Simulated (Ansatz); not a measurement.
Suppose CdTe takes space group P4_2/mnm (No. 136), with Cd on 4f; Te on 4g. The cell of CdTe is invented: 4-connected net, two elements alternating.

Level of theory: Ansatz 0.2.0, DFT PBE, scalar-relativistic, plane waves, PAW. Cutoff 420 eV, Γ-centred mesh, Gaussian smearing, no spin polarisation.

Energies over the elements count from the elements' standard structures at the same level, with no fitted energy shifts.

Question: Predict the relaxed structure.

Answer:

Space group P4_2/mnm (No. 136). a = 8.075 Å, b = 8.075 Å, c = 4.693 Å, α = 90.00°, β = 90.00°, γ = 90.00°
```csv
atom,site,symmetry,x,y,z
Cd,4f,m.2m,0.6757,0.6757,0.0000
Te,4g,m.2m,0.8166,0.8166,0.5000
```

Around Cd lie 4 Te at 2.85–2.90 Å; around Te lie 4 Cd at 2.85–2.90 Å. Another local minimum with the same sites may exist.

Question: And its energy and gap?

Answer: The formation energy is −0.427 eV/atom. The gap on the 4×4×6 mesh of the 8-atom cell is 0.71 eV. It lies below the elements, which doesn't yet make it stable against other compounds or structures.

The last run used Gaussian smearing of 0.02 eV. These runs have no spin–orbit coupling, which can matter for Te. Kohn–Sham gaps at this level usually fall short of measured ones. The missing spin–orbit coupling can work the other way here. The reference form of Te is held partly by dispersion forces, which this level lacks. A structure relaxed within its symmetry needn't be a true minimum.
